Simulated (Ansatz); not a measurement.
# Ag: relaxation of cell and atoms with revPBE

Crystal: Ag.

```
Ag
1.0
     0.00000    2.04275    2.04275
     2.04275    0.00000    2.04275
     2.04275    2.04275    0.00000
Ag
1
Direct
  0.00000 0.00000 0.00000
```

| Item | Value |
| --- | --- |
| Program | Ansatz 0.2.0 |
| Task | relaxation of cell and atoms |
| Functional | revPBE |
| Potentials or basis | Ansatz PAW |
| Cutoff | 420 eV (not typed: the program's choice for these potentials) |
| k mesh | 11 × 11 × 11 |
| Occupations | fermi-dirac, width 0.05 eV |
| Spin | no spin polarisation |

```yaml
Relaxed_volume: 18.41 Å³/atom
Relaxed_cell: a = 2.964 Å, b = 2.964 Å, c = 2.964 Å, α = 60.00°, β = 60.00°, γ = 60.00°
Space_group_after_relaxing_to_0.05_Å: Fm-3m (No. 225)
Energy_gained_by_relaxing: 28.5 meV/atom
Ionic_steps: 6
Pressure_after_relaxing: 0.0 GPa
```

Step by step:
```tsv
step	energy change (eV)	largest force (eV/Å)	volume (Å³)
1	0.0000	0.0000	17.05
2	-0.0202	0.0000	19.22
3	-0.0277	0.0000	18.56
4	-0.0281	0.0000	18.40
5	-0.0281	0.0000	18.41
6	-0.0285	0.0000	18.41
```

Final structure:
```
Ag
1.0
     0.00000    2.09588    2.09588
     2.09588    0.00000    2.09588
     2.09588    2.09588    0.00000
Ag
1
Direct
  0.00000 0.00000 0.00000
```

Run time: 2.7 s on 2 threads of Arm Neoverse V1, with other jobs on the host, peak memory 0.27 GiB.

Caveat: the plane-wave basis is chosen anew once the cell has moved, so the energies of steps on either side of that aren't comparable; the PAW data sets come from PBE, with cores solved anew for the run's functional, which leaves a small shift of forces and pressure. revPBE gives volumes clearly too large for solids.
